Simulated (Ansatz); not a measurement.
# Mo: the cost of one run

Computed with Ansatz 0.2.0 (DFT PBE, scalar-relativistic, plane waves, PAW, unless a step's input says otherwise).

### 1 The structure to begin with

Symmetry: P6/mmm, No. 191, hexagonal system. Conventional cell: a = 2.736 Å, b = 2.736 Å, c = 2.555 Å, α = 90.00°, β = 90.00°, γ = 120.00°. Mo (site symmetry 6/mmm) has 8 Mo at 2.56 to 2.74 Å as nearest neighbours.

Structure file:

```
Mo
1.0
     2.73551    0.00000    0.00000
    -1.36776    2.36902    0.00000
     0.00000    0.00000    2.55518
Mo
1
Direct
  0.00000 0.00000 0.50000
```

It goes back to an entry of the Materials Project, which need not be the stable form.

No relaxation comes first: the listed cell is the starting point.

### 2 Zero of energy

Reference values: F = -4955.1417 eV; pressure 3.41 GPa; largest force 0.000 eV/Å; gap on the mesh none (metal). It was computed beforehand with the settings of the runs below.

### 3 Setting up a strain scan

The cell is strained by ε times the Voigt pattern (1, -1, 0, 0, 0, 0) (xx, yy, zz, yz, xz, xy; engineering shear), with fractional coordinates fixed (clamped ions). The stress on the pattern is the sum of the stress components weighted by it, tension positive.

### 4 At ε = -0.1000

input.yaml reads:

```yaml
crystal:
  lattice:
    - [2.4619593575, 0.0, 0.0]
    - [-1.2309796787, 2.6059236459, 0.0]
    - [0.0, 0.0, 2.5551807]
  atoms:
    - { symbol: Mo, position: [0.0, 0.0, 0.5] }
basis:
  ecutwfc: 420
kpoints:
  mp_grid: { grid: [21, 21, 18] }
hamiltonian:
  xc: pbe
scf:
  occupations: { method: gaussian, width: 0.15 }
output:
  forces: true
  stress: true
  eigenvalues: true
```

**Question.** How long does this run take on 1 thread of an x86-64 CPU, shared host, and how much memory does it need?

About 7.6 s, with a peak of 0.54 GiB.
